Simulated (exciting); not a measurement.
# WC (Fm-3m) in exciting: further runs

The runs below take WC through single point, with PBE.

All numbers are computed with exciting (release sodium); they aren't measurements. Logs are shortened: lines on timing, memory, paths and dates and some standing lists are left out, and cuts for length are marked.

## (1) The crystal as given

Symmetry: Fm-3m, No. 225, cubic system. Conventional cell: a = 4.385 Å, b = 4.385 Å, c = 4.385 Å, α = 90.00°, β = 90.00°, γ = 90.00°. W (site symmetry m-3m) is surrounded by 6 C at 2.19 Å. C (site symmetry m-3m) has 6 W at 2.19 Å as nearest neighbours.

Measurements of this composition are mostly on another form, of space group No. 187.

## (2) Single point, PBE

The input, input.xml:

```xml
<input>
  <title>WC</title>
  <structure speciespath="./" tshift="false">
    <crystal scale="1">
      <basevect>0.000000000000 4.143572237849 4.143572237849</basevect>
      <basevect>4.143572237849 0.000000000000 4.143572237849</basevect>
      <basevect>4.143572237849 4.143572237849 0.000000000000</basevect>
    </crystal>
    <species speciesfile="W.xml" rmt="2.3">
      <atom coord="0.000000000000 0.000000000000 0.000000000000"/>
    </species>
    <species speciesfile="C.xml" rmt="1.45">
      <atom coord="0.500000000000 0.500000000000 0.500000000000"/>
    </species>
  </structure>
  <groundstate do="fromscratch" ngridk="10 10 10" rgkmax="7.5" gmaxvr="14" lmaxapw="10" lmaxmat="10" lmaxvr="8" xctype="GGA_PBE" stype="Gaussian" swidth="0.00073499" nempty="14" ValenceRelativity="iora*" epsengy="1e-05" epspot="1e-05" maxscl="60" tforce="true" outputlevel="normal"/>
</input>
```

Potentials or basis: all-electron LAPW+lo, shipped species files, valence relativity iora*.

Run with:

```console
$ OMP_NUM_THREADS=1 exciting_smp
```

INFO.OUT:

```text
================================================================================
EXCITING SODIUM started
[... 10 lines left out ...]

 Lattice vectors (cartesian) :
      0.0000000000      4.1435722378      4.1435722378
      4.1435722378      0.0000000000      4.1435722378
      4.1435722378      4.1435722378      0.0000000000

 Reciprocal lattice vectors (cartesian) :
     -0.7581845985      0.7581845985      0.7581845985
      0.7581845985     -0.7581845985      0.7581845985
      0.7581845985      0.7581845985     -0.7581845985

 Unit cell volume                           :     142.2835654385
 Brillouin zone volume                      :       1.7433511220

 Species :    1 (W)
     parameters loaded from                 :    W.xml
     name                                   :    tungsten
     nuclear charge                         :     -74.00000000
     electronic charge                      :      74.00000000
     atomic mass                            :  335119.81910000
     muffin-tin radius                      :       2.30000000
     # of radial points in muffin-tin       :     450

     atomic positions (lattice) :
       1 :   0.00000000  0.00000000  0.00000000

 Species :    2 (C)
     parameters loaded from                 :    C.xml
     name                                   :    carbon
     nuclear charge                         :      -6.00000000
     electronic charge                      :       6.00000000
     atomic mass                            :   21894.16673000
     muffin-tin radius                      :       1.45000000
     # of radial points in muffin-tin       :     250

     atomic positions (lattice) :
       1 :   0.50000000  0.50000000  0.50000000

 Total number of atoms per unit cell        :       2

 Spin treatment                             :    spin-unpolarised

 Number of Bravais lattice symmetries       :      48
 Number of crystal symmetries               :      48

 k-point grid                               :      10   10   10
 Total number of k-points                   :      47
 k-point set is reduced with crystal symmetries

 R^MT_min * |G+k|_max (rgkmax)              :       7.50000000
 Species with R^MT_min                      :       2 (C)
 Maximum |G+k| for APW functions            :       5.17241379
 Maximum |G| for potential and density      :      14.00000000

 G-vector grid sizes                        :      27    27    27
 Total number of G-vectors                  :    6615

 Maximum angular momentum used for
     APW functions                          :      10
     computing H and O matrix elements      :      10
     potential and density                  :       8
     inner part of muffin-tin               :       2

 Total nuclear charge                       :     -80.00000000
 Total electronic charge                    :      80.00000000
 Total core charge                          :      48.00000000
 Total valence charge                       :      32.00000000

 Number of empty states                     :      14
 Total number of valence states             :      31

 Maximum Hamiltonian size                   :     374
 Maximum number of plane-waves              :     343
 Total number of local-orbitals             :      31

 Exchange-correlation type                  :      20
     Perdew-Burke-Ernzerhof, Phys. Rev. Lett. 77, 3865 (1996)
     Generalised gradient approximation (GGA)

 Smearing scheme                            :    Gaussian
 Smearing width                             :       0.00073499

 Using multisecant Broyden potential mixing
[... 16 lines left out ...]
+ SCF iteration number :    1                                                  +
++++++++++++++++++++++++++++++++++++++++++++++++++++++++++++++++++++++++++++++++
 Total energy                               :    -16180.12200113
 _______________________________________________________________
 Fermi energy                               :         0.60756693
 Kinetic energy                             :     18269.41290510
 Coulomb energy                             :    -34118.97422995
 Exchange energy                            :      -325.84066989
 Correlation energy                         :        -4.72000639

 DOS at Fermi energy (states/Ha/cell)       :        38.56447614

 Electron charges :
     core                                   :        48.00000000
     core leakage                           :         0.00008062
     valence                                :        32.00000000
     interstitial                           :         4.45165948
     charge in muffin-tin spheres :
                  atom     1     W          :        70.63283102
                  atom     2     C          :         4.91550949
     total charge in muffin-tins            :        75.54834052
     total charge                           :        80.00000000

++++++++++++++++++++++++++++++++++++++++++++++++++++++++++++++++++++++++++++++++
+ SCF iteration number :    2                                                  +
++++++++++++++++++++++++++++++++++++++++++++++++++++++++++++++++++++++++++++++++
 Total energy                               :    -16204.46875198
 _______________________________________________________________
 Fermi energy                               :         0.60481763
 Kinetic energy                             :     18252.67757019
 Coulomb energy                             :    -34126.31870195
 Exchange energy                            :      -326.09223187
 Correlation energy                         :        -4.73538835

 DOS at Fermi energy (states/Ha/cell)       :        28.35969426

 Electron charges :
     core                                   :        48.00000000
     core leakage                           :         0.00008322
     valence                                :        32.00000000
     interstitial                           :         4.40353996
     charge in muffin-tin spheres :
                  atom     1     W          :        71.19691601
                  atom     2     C          :         4.39954403
     total charge in muffin-tins            :        75.59646004
     total charge                           :        80.00000000
[... 528 lines left out ...]
++++++++++++++++++++++++++++++++++++++++++++++++++++++++++++++++++++++++++++++++
+ SCF iteration number :   21                                                  +
++++++++++++++++++++++++++++++++++++++++++++++++++++++++++++++++++++++++++++++++
 Total energy                               :    -16204.22080492
 _______________________________________________________________
 Fermi energy                               :         0.61944340
 Kinetic energy                             :     18251.89176763
 Coulomb energy                             :    -34125.30109459
 Exchange energy                            :      -326.07368679
 Correlation energy                         :        -4.73779118

 DOS at Fermi energy (states/Ha/cell)       :        75.17014345

 Electron charges :
     core                                   :        48.00000000
     core leakage                           :         0.00008229
     valence                                :        32.00000000
     interstitial                           :         4.37849572
     charge in muffin-tin spheres :
                  atom     1     W          :        71.32260964
                  atom     2     C          :         4.29889464
     total charge in muffin-tins            :        75.62150428
     total charge                           :        80.00000000

 RMS change in effective potential (target) :  0.614077E-07  ( 0.100000E-04)
 Absolute change in total energy   (target) :  0.796443E-06  ( 0.100000E-04)
 Charge distance                   (target) :  0.113882E-08  ( 0.100000E-04)
 Abs. change in max-nonIBS-force   (target) :   0.00000      ( 0.500000E-04)

++++++++++++++++++++++++++++++++++++++++++++++++++++++++++++++++++++++++++++++++
| Convergency criteria checked for the last 2 iterations                       +
| Convergence targets achieved. Performing final SCF iteration                 +
++++++++++++++++++++++++++++++++++++++++++++++++++++++++++++++++++++++++++++++++
 Total energy                               :    -16204.22080375
 _______________________________________________________________
 Fermi energy                               :         0.61944340
 Kinetic energy                             :     18251.89176817
 Coulomb energy                             :    -34125.30109399
 Exchange energy                            :      -326.07368675
 Correlation energy                         :        -4.73779118

 DOS at Fermi energy (states/Ha/cell)       :        75.16989166

 Electron charges :
     core                                   :        48.00000000
     core leakage                           :         0.00008229
     valence                                :        32.00000000
     interstitial                           :         4.37849578
     charge in muffin-tin spheres :
                  atom     1     W          :        71.32260960
                  atom     2     C          :         4.29889462
     total charge in muffin-tins            :        75.62150422
     total charge                           :        80.00000000

++++++++++++++++++++++++++++++++++++++++++++++++++++++++++++++++++++++++++++++++
+ Self-consistent loop stopped                                                 +
++++++++++++++++++++++++++++++++++++++++++++++++++++++++++++++++++++++++++++++++
 STATE.OUT is written

--------------------------------------------------------------------------------
- Writing atomic positions and forces                                          -
--------------------------------------------------------------------------------

 Atomic positions (lattice) :
 atom     1   W  :     0.00000000    0.00000000    0.00000000
 atom     2   C  :     0.50000000    0.50000000    0.50000000

 Total atomic forces including IBS (cartesian) :
 atom     1   W  :     0.00000000    0.00000000    0.00000000
 atom     2   C  :    -0.00000000   -0.00000000   -0.00000000

 Atomic force components including IBS (cartesian) :
 atom     1   W  :    -0.00000000   -0.00000000   -0.00000000   HF force
                 :    -0.00000000    0.00000000   -0.00000000   core correction
                 :     0.00000000   -0.00000000   -0.00000000   IBS correction
 atom     2   C  :     0.00000000    0.00000000    0.00000000   HF force
                 :     0.00000000   -0.00000000    0.00000000   core correction
                 :    -0.00000000    0.00000000    0.00000000   IBS correction

********************************************************************************
[... 7 lines left out ...]
| EXCITING SODIUM stopped                                                      =
================================================================================
```

Wall time 3.1 min (1 thread of AMD EPYC 7R43 (Zen 3), shared host); peak memory 0.12 GiB.

Results:

```yaml
Free_energy: -440939.3117 eV
Band_gap_on_the_k_mesh: none (metal or under the smearing width)
All_electrons_inside_the_program's_atomic_spheres: W 71.32; C 4.30 (radii W 2.3, C 1.45 bohr)
```

The run has no spin-orbit coupling, so splittings on W are missing.

## (3) Single point, PBE

The input, input.xml:

```xml
<input>
  <title>WC</title>
  <structure speciespath="./" tshift="false">
    <crystal scale="1">
      <basevect>0.000000000000 4.143572237849 4.143572237849</basevect>
      <basevect>4.143572237849 0.000000000000 4.143572237849</basevect>
      <basevect>4.143572237849 4.143572237849 0.000000000000</basevect>
    </crystal>
    <species speciesfile="W.xml" rmt="2.3">
      <atom coord="0.000000000000 0.000000000000 0.000000000000"/>
    </species>
    <species speciesfile="C.xml" rmt="1.45">
      <atom coord="0.500000000000 0.500000000000 0.500000000000"/>
    </species>
  </structure>
  <groundstate do="fromscratch" ngridk="10 10 10" rgkmax="7.5" gmaxvr="14" lmaxapw="10" lmaxmat="10" lmaxvr="8" xctype="GGA_PBE" stype="Gaussian" swidth="0.00367493" nempty="14" ValenceRelativity="iora*" epsengy="1e-05" epspot="1e-05" maxscl="60" tforce="true" outputlevel="normal"/>
  <properties>
    <chargedensityplot>
      <plot3d>
        <box grid="16 16 16">
          <origin coord="0 0 0"/>
          <point coord="1 0 0"/>
          <point coord="0 1 0"/>
          <point coord="0 0 1"/>
        </box>
      </plot3d>
    </chargedensityplot>
    <elfplot>
      <plot3d>
        <box grid="16 16 16">
          <origin coord="0 0 0"/>
          <point coord="1 0 0"/>
          <point coord="0 1 0"/>
          <point coord="0 0 1"/>
        </box>
      </plot3d>
    </elfplot>
    <exccplot>
      <plot3d>
        <box grid="16 16 16">
          <origin coord="0 0 0"/>
          <point coord="1 0 0"/>
          <point coord="0 1 0"/>
          <point coord="0 0 1"/>
        </box>
      </plot3d>
    </exccplot>
  </properties>
</input>
```

Potentials or basis: all-electron LAPW+lo, shipped species files, valence relativity iora*.

Run with:

```console
$ OMP_NUM_THREADS=1 exciting_smp
```

Wall time 3.2 min (1 thread of AMD EPYC 7R43 (Zen 3), shared host); peak memory 0.13 GiB.

The run converged. Its results:

```yaml
Free_energy: -440939.3141 eV
Band_gap_on_the_k_mesh: none (metal or under the smearing width)
All_electrons_inside_the_program's_atomic_spheres: W 71.32; C 4.30 (radii W 2.3, C 1.45 bohr)
Density_of_states_at_the_Fermi_level: 0.78 states/eV per cell
```

Levels at points of the mesh, in eV from the Fermi level:
| k point | band 14 | band 15 | band 16 | band 17 | band 18 | band 19 |
| --- | --- | --- | --- | --- | --- | --- |
| (0.00, 0.00, 0.00) | -2.81 | -2.81 | -1.11 | -1.11 | -1.11 | -1.01 |
| (0.50, 0.00, 0.00) | -6.64 | -6.64 | 0.99 | 0.99 | 2.27 | 4.89 |
| (0.50, 0.50, 0.00) | -5.63 | -2.54 | -2.54 | 0.80 | 2.22 | 2.22 |

Caveat: the log's total energy holds no entropy term; the free energy is that total less TS from the occupations.
